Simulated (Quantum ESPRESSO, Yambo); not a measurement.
Planning a run of Yambo 5.3.0 on CdS (Hawleyite). The input:

```
optics
bss
bse
em1s
dipoles
rim_cut
RandQpts= 1000000
RandGvec= 1 RL
Chimod= "HARTREE"
BSKmod= "SEX"
BSEmod= "resonant"
BSSmod= "h"
BSENGexx= 20 Ry
BSENGBlk= 4 Ry
% BSEQptR
 1 | 1 |
%
% BSEBands
 21 | 30 |
%
% BEnRange
 0 | 7 | eV
%
% BDmRange
 0.1 | 0.1 | eV
%
BEnSteps= 141
% BLongDir
 1 | 0 | 0 |
%
% BndsRnXs
 9 | 50 |
%
NGsBlkXs= 4 Ry
% LongDrXs
 1 | 1 | 1 |
%
% KfnQP_E
 0.965 | 1.0 | 1.0 |
%
BSHayTrs= -0.02
FFTGvecs= 42 Ry
```

```sh
OMP_NUM_THREADS=2 mpirun -n 2 yambo -F bse8.in -J bse8,bse7_W -C bse8 > bse8.log
```

The stored states that it reads are on a 8×8×8 mesh. Symmetry: F-43m, No. 216, cubic system. Conventional cell: a = 5.916 Å, b = 5.916 Å, c = 5.916 Å, α = 90.00°, β = 90.00°, γ = 90.00°. Cd has 4 S at 2.56 Å nearest. S has 4 Cd at 2.56 Å nearest. Farther neighbours and most contacts between anions are not listed.

Question: Estimate wall time and host memory on 2 MPI ranks of Arm Neoverse V1, shared host.

It took 3.4 min; on shared hardware allow 1.7 min to 6.8 min. Peak host memory was 2.0 GiB.

The kernel grows as the square of the matrix size, and full diagonalisation as its cube.

[Paths, hosts, dates, memory and timing lines, banners, echoed tables and standing remarks are left out of the program output.]

[Logs are printed without paths, hosts, clocks, repeated set-up lines and the standing remarks that a program may print on its own settings, such as how far it seeks lower states.]

[Runs of the session that timed out or met a known fault of the program may be left out.]

[Hosts, paths, dates, database ids (printed as entryN), source tags and the programs' standing remarks are cut or masked in the printed files.]
